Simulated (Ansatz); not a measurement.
Relaxed sheet of HfS₂:

```xyz
3
Lattice="3.6183 0.0000 0.0000 -1.8092 3.1336 0.0000 0.0000 0.0000 31.8244" Properties=species:S:1:pos:R:3 pbc="T T F"
S     1.8092    1.0445   14.4569
Hf    0.0000    0.0000   15.9122
S     0.0000    2.0890   17.3675
```

Method: DFT PBE+D3(BJ), scalar-relativistic, plane waves, PAW in Ansatz. Cutoff 420 eV; k points 9×9×1 on the computed 3-atom cell (Γ-centred); Gaussian smearing, width 0.02 eV; no spin polarisation. No periodic images along c.

Atoms relax at each strain; stress is positive in compression. Unstrained: gap 1.23 eV, thickness 2.911 Å.

Question: Which strain in the plane gives ΔE (meV/cell) = 120.3, σxx (N/m) = 4.63, σyy (N/m) = 4.63?

Answer: Biaxial strain of -4 %. Stress that grows in proportion gives ΔE = ½σεA, with A = 11.34 Å² unstrained and both stresses added, so ε is about -3.7 %; positive stress means squeezing. The gap is then 0.63 eV.

Spin-orbit coupling is left out, which matters for the bands of heavy elements. An odd mesh misses points on the zone edge, so a gap read on it can be too wide. Gaps are read on the k points sampled, so a band crossing between them can be missed.